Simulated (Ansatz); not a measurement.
# PbSe (Clausthalite): the dielectric function from several functionals

How does PbSe (Clausthalite) absorb light if electrons and holes don't interact? Plan: HSE06 for the gap; optics with PBE on 6×6×6; optics with r2SCAN on 6×6×6; optics with PBE and scissors to the HSE06 gap on 6×6×6; optics with PBE with spin-orbit coupling on 4×4×4.

Program: Ansatz 0.2.0. Level of theory: plane waves, PAW; no local fields, no excitons. These are calculated values, not measurements.

### 1 The structure to begin with

The structure is cubic, space group Fm-3m (No. 225). Conventional cell: a = 6.139 Å, b = 6.139 Å, c = 6.139 Å, α = 90.00°, β = 90.00°, γ = 90.00°. Around Pb (site symmetry m-3m) lie 6 Se at 3.07 Å. Se (site symmetry m-3m) is surrounded by 6 Pb at 3.07 Å.

Structure file:

```cif
data_structure
_symmetry_space_group_name_H-M 'Fm-3m'
_symmetry_Int_Tables_number 225
_cell_length_a 6.1394
_cell_length_b 6.1394
_cell_length_c 6.1394
_cell_angle_alpha 90.000
_cell_angle_beta 90.000
_cell_angle_gamma 90.000
_cell_volume 231.41
loop_
_atom_site_label
_atom_site_type_symbol
_atom_site_symmetry_multiplicity
_atom_site_Wyckoff_symbol
_atom_site_fract_x
_atom_site_fract_y
_atom_site_fract_z
_atom_site_occupancy
Pb1 Pb 4 a 0.00000 0.00000 0.00000 1
Se1 Se 4 b 0.50000 0.00000 0.00000 1
```

Cell and atoms come from an earlier r2SCAN+rVV10 relaxation. Spin-orbit coupling, which matters for Pb, is in the runs so named alone.

### 2 The gap to aim at

File input.yaml:

```yaml
crystal:
  lattice:
    - [0.0, 3.0696893648, 3.0696893648]
    - [3.0696893648, 0.0, 3.0696893648]
    - [3.0696893648, 3.0696893648, 0.0]
  atoms:
    - { symbol: Pb, position: [0.0, 0.0, 0.0] }
    - { symbol: Se, position: [0.5, 0.5, 0.5] }
kpoints:
  mp_grid: { grid: [4, 4, 4] }
  band_path:
    path:
      - [0.0, 0.0, 0.0]
      - [0.5, 0.0, 0.5]
      - [0.625, 0.25, 0.625]
      - [0.375, 0.375, 0.75]
      - [0.5, 0.5, 0.5]
      - [0.5, 0.25, 0.75]
      - [0.0, 0.0, 0.5]
    npoints: 1
hamiltonian:
  xc: hse06
scf:
  occupations: { method: fixed }
  n_extra_bands: 4
output:
  forces: true
  stress: true
  eigenvalues: true
  write_density: true
  write_potential: true
  elf: true
  volumetric_format: npy
```

On the command line:

```sh
ansatz run input.yaml --threads 4 --pin off --max-ram 3686MiB --backend cpu --events-out ev --progress --plain --runs-dir out
```

Further steps of the session: Optics, PBE; Optics, r2SCAN; Optics, PBE with a scissors shift; Optics, PBE with spin-orbit coupling.

Q: Predict the results of all the runs planned. Wanted: ε∞, PBE; ε∞, r2SCAN; tallest peak of ε₂, PBE; tallest peak of ε₂, r2SCAN; tallest peak of ε₂, PBE with spin-orbit coupling; HSE06 direct gap.

**Answer**, as computed:

```
                                        quantity            value
                                         ε∞, PBE            22.38
                                      ε∞, r2SCAN            17.35
                      ε∞, PBE + 0.41 eV scissors            18.98
                         tallest peak of ε₂, PBE  52.5 at 2.55 eV
                      tallest peak of ε₂, r2SCAN  44.8 at 2.90 eV
      tallest peak of ε₂, PBE + 0.41 eV scissors  52.5 at 2.95 eV
tallest peak of ε₂, PBE with spin-orbit coupling  42.8 at 2.30 eV
                                HSE06 direct gap          0.73 eV
```

In words: PBE + 0.41 eV scissors has the widest direct gap (0.73 eV) and PBE the narrowest (0.32 eV); ε∞ is 18.98 and 22.38. With a direct gap of only 0.32 eV, ε∞ hangs on the few k points next to it, so this mesh fixes it only roughly. The meshes differ between the runs, and peak heights and places move with the mesh, so part of any difference isn't the level's. Local fields and excitons are left out: both change ε∞, and without excitons the onset lacks its lines.
